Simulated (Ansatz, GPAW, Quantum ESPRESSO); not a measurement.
**Ca: programs and potentials compared**

```
Ca
1.0
     0.00000    2.79420    2.79420
     2.79420    0.00000    2.79420
     2.79420    2.79420    0.00000
Ca
1
Direct
  0.00000 0.00000 0.00000
```

Alike in all runs: task band structure; functional PBE; k mesh 8 × 8 × 8; occupations fermi-dirac, width 0.05 eV; no spin polarisation; no spin-orbit coupling. Pressure is positive in compression and, in plane waves, holds the error of the finite cutoff, which Ansatz's Pulay term estimates and takes out.

```json
{"program and potentials": "Ansatz, PseudoDojo stringent (PBE files)", "plane-wave cutoff (eV)": "925", "notes": "-", "pressure (GPa)": "-0.57"}
{"program and potentials": "Ansatz, JTH PAW", "plane-wave cutoff (eV)": "870", "notes": "-", "pressure (GPa)": "-0.56"}
{"program and potentials": "Ansatz, Ansatz PAW (files of its older set among them)", "plane-wave cutoff (eV)": "520", "notes": "-", "pressure (GPa)": "-0.56"}
{"program and potentials": "Ansatz, SPMS NC", "plane-wave cutoff (eV)": "435", "notes": "Pulay term of +0.06 GPa included", "pressure (GPa)": "-0.60"}
{"program and potentials": "GPAW, GPAW PAW data sets (gpaw-data 1.2.1)", "plane-wave cutoff (eV)": "600", "notes": "-", "pressure (GPa)": "-0.52"}
{"program and potentials": "Ansatz, all-electron LAPW, scalar-relativistic", "plane-wave cutoff (eV)": "-", "notes": "-", "pressure (GPa)": "-0.56"}
{"program and potentials": "Quantum ESPRESSO, PseudoDojo 0.4.1 SR PBE standard", "plane-wave cutoff (eV)": "925", "notes": "-", "pressure (GPa)": "-0.58"}
```

The pressure spans -0.60 (Ansatz, SPMS NC) to -0.52 GPa (GPAW, GPAW PAW data sets (gpaw-data 1.2.1)), with all-electron results at -0.56.

The functional is the same throughout but for its coding, so the spread measures potentials, basis and numerics; runs on potential files found faulty are left out.
